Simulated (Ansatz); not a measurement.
# InSe (R3m) in Ansatz: single point with RPBE

Aim: the single point of InSe with RPBE.

Program: Ansatz 0.2.0. These are calculated values, not measurements. Logs are shortened: lines on timing, memory, paths and dates and some standing lists are left out, and cuts for length are marked.

**What was measured.**

From “The Interaction of Hydrogen with the van der Waals Crystal γ-InSe”, 2020, pmc:7321205, for a bulk crystal of InSe at 300 K: band gap 1.25 eV.

The runs below are set against these values where they give the same quantity.

### Step 1. The structure

It takes space group R3m (No. 160, trigonal). Conventional cell: a = 4.000 Å, b = 4.000 Å, c = 25.320 Å, α = 90.00°, β = 90.00°, γ = 120.00°. In (site symmetry 3m) is surrounded by 3 Se at 2.63 Å and 1 In at 2.82 Å. In (site symmetry 3m) has 3 Se at 2.64 Å and 1 In at 2.82 Å as nearest neighbours. Se (site symmetry 3m) has 3 In at 2.63 Å as nearest neighbours. Around Se (site symmetry 3m) lie 3 In at 2.64 Å.

### Step 2. Single point, RPBE

Input file input.yaml:

```yaml
crystal:
  lattice:
    - [2.0, 1.1547005384, 8.44]
    - [-2.0, 1.1547005384, 8.44]
    - [0.0, -2.3094010768, 8.44]
  atoms:
    - { symbol: In, position: [0.8886, 0.8886, 0.8886] }
    - { symbol: In, position: [0.0, 0.0, 0.0] }
    - { symbol: Se, position: [0.1719, 0.1719, 0.1719] }
    - { symbol: Se, position: [0.3835, 0.3835, 0.3835] }
hamiltonian:
  xc: rpbe
  pseudopotentials: { kind: paw }
kpoints:
  mp_grid: { grid: [8, 8, 8] }
scf:
  occupations: { method: gaussian, width: 0.05 }
output:
  forces: true
  stress: true
  eigenvalues: true
```

Potentials or basis: Ansatz PAW.

On the command line:

```
$ ansatz run input.yaml --threads 2 --pin off --max-ram 5632MiB --backend cpu --events-out ev --progress --plain --runs-dir out
```

The program printed:

```text
Warning: RAYON_NUM_THREADS=2 ignored (pool sized by the plan → 2); use --threads N
basis.fft_grid_basis auto: the FFT boxes are laid along the combinations [[1, 0, -1], [0, 1, -1], [0, 0, 1]] of the cell's own vectors, 4.000, 4.000 and 8.750 Å long. The dense box has 27×27×60 points. Along the cell's own vectors, as sized, it would have 60×60×60, 4.94 times as many. Of the 6 symmetry operations that the crystal satisfies within crystal.symmetry.tolerance (time reversal apart; of a slab, those that keep its plane) the dense box along the cell's own vectors carries 6, and the one as laid loses 4 of those. basis.fft_grid_basis: typed keeps the cell's own vectors: state it where this run's energies or levels are differenced outside the engine with another run's, or held beside a run that keeps those vectors.
Engine: ansatz 0.2.0, x86_64-unknown-linux-gnu
Pseudopotentials: kind: paw
Pseudopotential: In, paw, valence charge 13, recommended cutoff 420 eV (normal), In.paw.azcp
Pseudopotential: Se, paw, valence charge 16, recommended cutoff 420 eV (normal), Se.paw.azcp
Functional definition: RPBE
  parameter kappa = 0.804
  parameter beta = 0.06672455060314922
  exchange = rpbe_x(kappa = kappa, mu = beta*pi^2/3)
  correlation = pbe_c(beta = beta)
Crystal: 4 atoms, lattice volume = 116.948 Å³
Basis set: ecut = 420 eV, 2309 PW (Γ), FFT grids on a1−a3, a2−a3, a3, exchange–correlation on 54×54×120 points (8 copies of the dense FFT grid, shifted against one another)
Bands: 35, of which v1, the nominal top of the filled ones, is band 29 counted from 1 (28 counted from 0)
Symmetry: 6 space group operations
Space group: R3m (ITA 160), of the structure as read, at distance tolerance 4.9e-5 Å
k-points: 65 of 512 (time reversal used)
Non-local potential: In, projectors of the file, l = 0: 2, l = 1: 2, l = 2: 2, l = 3: 2
Non-local potential: Se, projectors of the file, l = 0: 2, l = 1: 2, l = 2: 3, l = 3: 1
PAW form: soft (Blöchl's): semilocal exchange-correlation on the pseudo side does not see the compensation charge
PAW frozen core: In, regenerated for the run's functional, and the local potential with it (the file was generated under x = pbe(κ = 0.804, μ = 0.2195149727645171), c = pbe(β = 0.06672455060314922))
PAW frozen core: Se, regenerated for the run's functional, and the local potential with it (the file was generated under x = pbe(κ = 0.804, μ = 0.2195149727645171), c = pbe(β = 0.06672455060314922))
PAW one-centre angular grid: In, 590 points (default); XC on 64 Gauss nodes
PAW one-centre angular grid: Se, 590 points (default); XC on 64 Gauss nodes
Initial density: superposition of atomic densities (neutral atoms: chi_scale 0, normalization atom), corrected by the library's trained network
Initial wavefunctions: pseudopotential atomic-orbital guess
Functional: x = rpbe, c = pbe(β = 0.06672455060314922)
SCF iter   1: F=—  HF=-22164.804340 eV  |F-HF|=—  |Δ(HF+E_count)|=         —  Δρ=2.92e-3  dr2=8.35e-3  ethr=1.77e-3  ⟨swp⟩=6.7  Hψ=9282  notcnv=0
preconditioner: auto → Resta (q_TF=auto, 2.427 Å⁻¹)  ε∞=3.3  [insulator: Δε(μ)=0.564 eV  Ē_g=14.102 eV  σ=0.050 eV  W_gap=1.00  n_scr=30 (ndim 8)  ℏωp=21.2 eV  f_vac=0.086  D(μ)=0.00/eV (n_scr^D=0)  ε∞_Penn≈3.3]
SCF iter   2: F=—  HF=-22164.800660 eV  |F-HF|=—  |Δ(HF+E_count)|=   3.68e-3  Δρ=9.10e-4  dr2=7.11e-4  ethr=1.44e-5  ⟨swp⟩=2.0  Hψ=4026  notcnv=0  defer=4
SCF iter   3: F=—  HF=-22164.801007 eV  |F-HF|=—  |Δ(HF+E_count)|=   3.47e-4  Δρ=5.24e-4  dr2=2.47e-4  ethr=1.23e-6  ⟨swp⟩=2.0  Hψ=2555  notcnv=0
automatic band count: iteration 3 solves 34 bands in place of 35: the levels show a gap, and the empty bands left out lie too high to hold charge; the band table lists the bands solved (type scf.n_extra_bands for more)
SCF iter   4: F=—  HF=-22164.801272 eV  |F-HF|=—  |Δ(HF+E_count)|=   2.65e-4  Δρ=1.05e-4  dr2=2.32e-5  ethr=4.25e-7  ⟨swp⟩=2.0  Hψ=2786  notcnv=0
SCF iter   5: F=—  HF=-22164.801277 eV  |F-HF|=—  |Δ(HF+E_count)|=   4.81e-6  Δρ=4.07e-5  dr2=4.10e-6  ethr=4.00e-8  ⟨swp⟩=2.0  Hψ=4086  notcnv=0
SCF iter   6: F=—  HF=-22164.801288 eV  |F-HF|=—  |Δ(HF+E_count)|=   1.11e-5  Δρ=1.09e-5  dr2=2.26e-7  ethr=7.06e-9  ⟨swp⟩=2.0  Hψ=2787  notcnv=0
SCF iter   7: F=-22164.801289 eV  HF=-22164.801289 eV  |F-HF|=4.49e-8  |Δ(HF+E_count)|=   1.14e-6  Δρ=2.81e-6  dr2=1.64e-8  ethr=1.72e-10  ⟨swp⟩=6.7  Hψ=8737  notcnv=0
SCF 1 converged in 7 iterations: F = -22164.801289 eV  dr2 = 1.64e-8
SCF converged after 7 iterations
Free energy (F): -22164.801289 eV
Harris-Foulkes:  -22164.801289 eV  (|F-HF|=4.49e-8)
Internal energy: -22164.801289 eV  (E = F + TS)
E sigma→0 (E₀):  -22164.801289 eV
Fermi energy:    7.683878 eV
--- Per-component energies (eV) ---
  E_band       = -904.944864
  E_kinetic    = 723.275909
  E_local      = -7915.838677  (includes V_loc(G=0)·N_el)
  E_nonlocal   = -460.968232
  E_hartree    = 3653.874990
  E_xc         = -640.337695
  E_vxc        = -393.850173  (∫ρ·V_xc dr)
  E_paw        = -12160.188136  (= ΣΔE_a)
  E_vpaw       = -165.312336  (= ΣTr[D̂ρ^β])
  E_aug_tail   = -0.001146  (compensation charges beyond the density's cutoff)
  E_ewald      = -5364.203816
  E_core_change = -0.414486  (= ΣΔE_core)
  E_smearing   = -0.000000  (= −TS)
  E_closure    = 0.000000  (closes the sum)
  Σ components = -22164.801289   (vs F -22164.801289, Δ=0.00e0)
--- Forces (eV/Å), atoms counted from 1 ---
  atom   1  In     0.00000000    -0.00000000     0.40132640
  atom   2  In     0.00000000     0.00000000    -0.38592967
  atom   3  Se     0.00000000     0.00000000    -0.31665977
  atom   4  Se     0.00000000    -0.00000000     0.30125821
  max |Σ_I F_I| component: 4.83e-6 eV/Å
--- Stress (GPa, compression-positive) ---
        4.879506       0.000000       0.000000
        0.000000       4.879506      -0.000000
        0.000000      -0.000000       3.724977
  P = ⅓ Tr σ = 4.4947 GPa (44.947 kbar)
--- Band table (eV; the first three rows and the last of 65) ---
  k-point 0: bands = ["-40.0110", "-40.0110", "-40.0019", "-40.0019", "-39.9813", "-39.9813", "-39.9736", "-39.9736", "-39.9702", "-39.9629", "-7.4089", "-7.2434", "-7.2434", "-7.1723", "-7.1723", "-7.1492", "-7.1492", "-6.9819", "-6.9819", "-6.9716", "-6.1234", "-5.7316", "1.1550", "3.9953", "5.9424", "6.0889", "6.0889", "6.1807", "6.1807", "9.1682", "9.6175", "11.8439", "11.8439", "12.6608"]
  k-point 1: bands = ["-40.0110", "-40.0110", "-40.0019", "-40.0018", "-39.9813", "-39.9813", "-39.9736", "-39.9736", "-39.9701", "-39.9629", "-7.4143", "-7.2961", "-7.2396", "-7.2355", "-7.1611", "-7.1533", "-7.1425", "-7.0149", "-6.9832", "-6.9179", "-5.9504", "-5.5863", "1.2663", "3.7259", "5.1394", "5.7104", "5.8951", "6.0166", "6.3127", "9.5006", "10.2837", "11.1690", "11.9944", "12.3170"]
  k-point 2: bands = ["-40.0110", "-40.0109", "-40.0019", "-40.0017", "-39.9813", "-39.9813", "-39.9736", "-39.9736", "-39.9701", "-39.9628", "-7.4685", "-7.3523", "-7.3439", "-7.2348", "-7.1632", "-7.1342", "-7.1215", "-7.0329", "-6.9861", "-6.8679", "-5.5364", "-5.2318", "1.4591", "2.9543", "3.9602", "5.3634", "5.5072", "5.6398", "6.4108", "9.5156", "9.6713", "11.5368", "11.7187", "12.2063"]
  k-point 64: bands = ["-40.0110", "-40.0110", "-40.0019", "-40.0019", "-39.9813", "-39.9813", "-39.9736", "-39.9736", "-39.9702", "-39.9629", "-7.4087", "-7.2436", "-7.2436", "-7.1722", "-7.1722", "-7.1493", "-7.1493", "-6.9818", "-6.9818", "-6.9788", "-5.9870", "-5.8763", "1.5014", "3.1080", "6.0218", "6.0218", "6.2539", "6.2539", "7.3956", "7.9721", "9.6696", "11.7640", "11.7640", "13.0702"]
```

It took 19 s on 2 threads of Intel Xeon at 2.50GHz (Skylake/Cascade Lake), shared host; peak memory 0.51 GiB.

Results:

* Free energy: -22164.8013 eV
* Pressure: 4.5 GPa
* Largest force: 0.401 eV/Å
* Band gap on the k mesh: 0.58 eV, direct

Forces in eV/Å, atoms in the order of the input:
```
In   0.000  0.000  0.401
In   0.000  0.000 -0.386
Se   0.000  0.000 -0.317
Se   0.000  0.000  0.301
```

Caveat: spin-orbit coupling is left out, which moves the levels of the heavy elements; the PAW data sets come from PBE, with cores solved anew for the run's functional, which leaves a small shift of forces and pressure.

### Step 3. Comparison with measurements

Step 2. A measured gap of InSe is 1.25 eV (300 K; “The Interaction of Hydrogen with the van der Waals Crystal γ-InSe”, 2020, pmc:7321205); the calculated 0.58 eV misses it by -0.67 eV. Spin-orbit coupling on In, Se is left out. The value is that of RPBE on a finite k mesh, which can miss the band edges, without temperature or zero-point motion. Semilocal functionals fall short of measured gaps as a rule.
